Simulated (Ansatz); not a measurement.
Below is a relaxed structure of PbSe. The cell was found from a structure generator's guess, not taken from experiment.

Theory: DFT PBE, scalar-relativistic, plane waves, PAW in Ansatz. Cutoff 420 eV, Γ-centred mesh, Gaussian smearing, no spin polarisation.

```yaml
crystal:
  lattice:
    - [4.26722, 0.00000, 0.00000]
    - [-2.13361, 3.69552, 0.00000]
    - [0.00000, 0.00000, 7.92769]
  atoms:
    - { symbol: Pb, position: [0.66667, 0.33333, 0.22786] }
    - { symbol: Pb, position: [0.33333, 0.66667, 0.72786] }
    - { symbol: Se, position: [0.00000, 0.00000, 0.52199] }
    - { symbol: Se, position: [0.00000, 0.00000, 0.02199] }
```

Formation energies are uncorrected and refer to the elements' standard structures at the same level.

(1) What space group does it have?

(2) How far does it lie from the elements in energy?

(3) Is it a metal?

## Answers

(1) P6_3mc (No. 186). Conventional cell: a = 4.267 Å, c = 7.928 Å. Pb is surrounded by 3 Se at 2.96 Å and 3 Se at 3.39 Å; Se has 3 Pb at 2.96 Å and 3 Pb at 3.39 Å.

(2) −0.488 eV/atom. Whether it is stable depends on the other phases of the system, which aren't compared here.

(3) No, the gap on the 6×6×4 mesh is 0.72 eV.

The last run used a 6×6×4 mesh (in the run's order of axes) for its 4-atom cell and Gaussian smearing of 0.02 eV. Spin–orbit coupling, which can matter for Pb, is left out. Kohn–Sham gaps at this level usually fall short of measured ones. The missing spin–orbit coupling can work the other way here. The reference form of Se is held partly by dispersion forces, which this level lacks. Symmetry constrained the relaxation, so the result can be a saddle point.
